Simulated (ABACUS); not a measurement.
Write an ASE script for ABACUS 3.10.1 that does the following.

```yaml
Task: relaxation of cell and atoms
Functional: TPSS
Potentials_or_basis: SG15 ONCV 1.2 PBE
Cutoff: 1293 eV
Density_cutoff: 5170 eV
Basis: plane waves
k_mesh: 8 × 8 × 8
Occupations: fermi-dirac, width 0.05 eV
Spin: no spin polarisation
Optimiser: ASE LBFGS
Force_threshold: 0.01 eV/Å
Max_steps: 60
Cell_moves: yes
Radial_cutoff_of_the_potentials_pseudo_rcut: 10 bohr
SCF_threshold_on_the_density: 1e-08
Max_SCF_steps: 100
Eigensolver: dav
Mixing: broyden
Mixing_share: 0.7
Symmetry_key: 1
Bands: 13
```

The structure of Pd lies in Pd.xyz:

```xyz
1
Lattice="0.0000000000 1.9465000000 1.9465000000 1.9465000000 0.0000000000 1.9465000000 1.9465000000 1.9465000000 0.0000000000" Properties=species:S:1:pos:R:3 pbc="T T T"
Pd     0.0000000000      0.0000000000      0.0000000000
```

The input as run:

run_abacus.py

```python
"""Relaxation by an ASE optimiser with ABACUS as a small file-based calculator."""
import re
import subprocess
import numpy as np
from ase.calculators.calculator import Calculator, all_changes
from ase.filters import FrechetCellFilter
from ase.io import read
from ase.optimize import LBFGS
from ase.stress import full_3x3_to_voigt_6_stress
from ase.units import Bohr, GPa

atoms = read("Pd.xyz")
atoms = atoms[(-atoms.numbers).argsort(kind="stable")]  # ABACUS lists atoms element by element
pseudo = {'Pd': 'Pd_ONCV_PBE-1.2.upf'}
orbital = {}
magmoms = None
kmesh = [8, 8, 8]
params = {
    'suffix': 'Pd',
    'calculation': 'scf',
    'basis_type': 'pw',
    'pseudo_dir': './',
    'symmetry': 1,
    'dft_functional': 'MGGA_X_TPSS+MGGA_C_TPSS',
    'ecutwfc': 95,
    'pseudo_rcut': 10,
    'nspin': 1,
    'nbands': 13,
    'ks_solver': 'dav',
    'smearing_method': 'fd',
    'smearing_sigma': 0.00367493,
    'scf_thr': 1e-08,
    'scf_nmax': 100,
    'mixing_type': 'broyden',
    'mixing_beta': 0.7,
    'cal_force': 1,
    'cal_stress': 1,
    'mixing_tau': 1,
    'kpar': 4,
}

def write_input(atoms):
    symbols = atoms.get_chemical_symbols()
    elements = list(dict.fromkeys(symbols))
    lines = ["ATOMIC_SPECIES"] + [f"{e} {atoms.get_masses()[symbols.index(e)]:.4f} {pseudo[e]}" for e in elements]
    if orbital:
        lines += ["", "NUMERICAL_ORBITAL"] + [orbital[e] for e in elements]
    lines += ["", "LATTICE_CONSTANT", f"{1 / Bohr:.10f}", "", "LATTICE_VECTORS"]
    lines += [" ".join(f"{x:.10f}" for x in v) for v in atoms.cell]
    lines += ["", "ATOMIC_POSITIONS", "Direct"]
    for e in elements:
        lines += ["", e, "0.0", str(symbols.count(e))]
        for i, p in enumerate(atoms.get_scaled_positions(wrap=False)):
            if symbols[i] == e:
                mag = "" if magmoms is None else " mag " + " ".join(str(x) for x in (magmoms[i] if isinstance(magmoms[i], list) else [magmoms[i]]))
                lines.append(" ".join(f"{x:.10f}" for x in p) + " 1 1 1" + mag)
    open("STRU", "w").write("\n".join(lines) + "\n")
    open("KPT", "w").write("K_POINTS\n0\nGamma\n%d %d %d 0 0 0\n" % tuple(kmesh))
    open("INPUT", "w").write("INPUT_PARAMETERS\n" + "".join(f"{k:<20s}{v}\n" for k, v in params.items()))

class Abacus(Calculator):
    implemented_properties = ["energy", "free_energy", "forces", "stress"]

    def calculate(self, atoms=None, properties=("energy",), system_changes=all_changes):
        super().calculate(atoms, properties, system_changes)
        write_input(self.atoms)
        subprocess.run(['mpirun', '-np', '4', 'abacus'], check=True)
        log = open("OUT.Pd/running_scf.log").read()
        if "charge density convergence is achieved" not in log:
            raise RuntimeError("SCF not converged")
        rows = lambda title, n: np.array([l.split()[-3:] for l in log.split(title)[-1].split("\n")[2:2 + n]], float)
        energy = float(re.findall(r"FINAL_ETOT_IS (\S+)", log)[-1])
        stress = -rows("TOTAL-STRESS", 3) / 10 * GPa  # ABACUS prints kbar, compression positive
        self.results = dict(energy=energy, free_energy=energy, forces=rows("TOTAL-FORCE", len(self.atoms)), stress=full_3x3_to_voigt_6_stress(stress))

atoms.calc = Abacus()
opt = LBFGS(FrechetCellFilter(atoms), logfile="opt.log", trajectory="relax.traj")
print("optimiser converged:", opt.run(fmax=0.01, steps=60))
```

Potentials or basis: SG15 ONCV 1.2 PBE, plane waves.

Run with:

```sh
$ OMP_NUM_THREADS=1 python run_abacus.py > log
```

Results of the run:

```yaml
Relaxed_volume: 14.87 Å³/atom
Relaxed_cell: a = 2.760 Å, b = 2.760 Å, c = 2.760 Å, α = 60.00°, β = 60.00°, γ = 60.00°
Space_group_after_relaxing_to_0.05_Å: Fm-3m (No. 225)
Energy_gained_by_relaxing: 0.6 meV/atom
Ionic_steps: 3
Pressure_after_relaxing: 0.0 GPa
Band_gap_on_the_k_mesh: none (metal or under the smearing width)
```

Caveat: the potentials were made for another functional, which shifts forces and pressure.

It took 22 s on 4 MPI ranks on AMD EPYC 9R45 96-Core Processor (Zen 5), with other jobs on the host, peak memory 0.36 GiB a rank.
